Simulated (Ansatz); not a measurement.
Zone-centre phonons of BN at 50 GPa: input and output

All numbers below come from DFT PBE, scalar-relativistic, plane waves, PAW in Ansatz 0.2.0.

Launched with:
```bash
ansatz run input.yaml --threads 1 --pin off --max-ram 3072MiB --backend cpu --events-out ev --progress --plain --runs-dir out
```

Input (bare energies are in eV):
```yaml
crystal:
  lattice:
    - [0.0, 1.7470776907, 1.7470776907]
    - [1.7470776907, 0.0, 1.7470776907]
    - [1.7470776907, 1.7470776907, 0.0]
  atoms:
    - { symbol: B, position: [0.0, 0.0, 0.0] }
    - { symbol: "N", position: [0.75, 0.75, 0.75] }
basis:
  ecutwfc: 420
kpoints:
  mp_grid: { grid: [12, 12, 12] }
hamiltonian:
  xc: pbe
scf:
  occupations: { method: fixed }
output:
  eigenvalues: true
phonons:
  method: dfpt
  dielectric: true
  rigid_motions: translations
  eigenvectors: true
```

Results section of the output:
```
--- Phonons (Γ-DFPT): 2 representative perturbations + reference, on 280 of 1728 k-points (Σ response iterations 6) ---
  k mesh reduced under 4 symmetry operations, with k and −k counted as one. Each operation leaves every solved perturbation unchanged. A smaller set is not considered because the run solves the response ...
  ASR residual: 8.264e-5 → 0.000e0 eV/Å²; symmetrization residual: 6.647e-7 eV/Å²
  ASR residual per site (eV/Å²): 8.26e-5 8.10e-5
  Γ frequencies (cm⁻¹): 0.00 0.00 0.00 1173.24 1173.24 1173.24
  ε∞ (high-frequency dielectric tensor):
        4.516181     0.000000     0.000000
       -0.000000     4.516181     0.000000
        0.000000     0.000000     4.516181
  ε⁰ (static dielectric tensor: ions relaxed, cell fixed):
        6.421299     0.000000    -0.000000
       -0.000000     6.421299    -0.000000
        0.000000    -0.000000     6.421299
  ε⁰ − ε∞ (ionic part):
        1.905118    -0.000000    -0.000000
       -0.000000     1.905118    -0.000000
       -0.000000    -0.000000     1.905118
  softest optical mode at Γ: 1173.24 cm⁻¹; the repairs (sum rule, projections) moved no ω² at Γ by more than (1.48 cm⁻¹)²
  Born effective charges Z* (e; rows j = field, columns β = displacement):
    site 0:
         1.86222   -0.00000    0.00000
         0.00000    1.86222    0.00000
        -0.00000    0.00000    1.86222
    site 1:
        -1.86222    0.00000   -0.00000
        -0.00000   -1.86222   -0.00000
         0.00000   -0.00000   -1.86222
  Z* charge neutrality: 8.646e-7 e pre-enforcement
  k-mesh period / interband length: 29.6 Å / 1.26 Å = 23.49 at k = (0.0000, -0.5000, -0.5000), direct gap 10.009 eV — 14 or more, which is no proof of convergence
  optical modes at Γ without the LO–TO term, one row a degenerate level:
      ω (cm⁻¹) modes IR ((D/Å)²/amu)
       1173.24      3            39.3390
  optical modes at Γ + LO–TO along q̂ = [1.0000, 0.0000, 0.0000]:
      ω (cm⁻¹) modes IR ((D/Å)²/amu)
       1173.24      2            26.2260
       1398.98      1            13.1130
  optical modes at Γ + LO–TO along q̂ = [0.0000, 1.0000, 0.0000]:
      ω (cm⁻¹) modes IR ((D/Å)²/amu)
       1173.24      2            26.2260
       1398.98      1            13.1130
  optical modes at Γ + LO–TO along q̂ = [0.0000, 0.0000, 1.0000]:
      ω (cm⁻¹) modes IR ((D/Å)²/amu)
       1173.24      2            26.2260
       1398.98      1            13.1130
```

The run took 9.9 s on 1 thread of Arm Neoverse V2, with other jobs on the host, peak memory 0.36 GiB.

Other phases may be more stable at this pressure.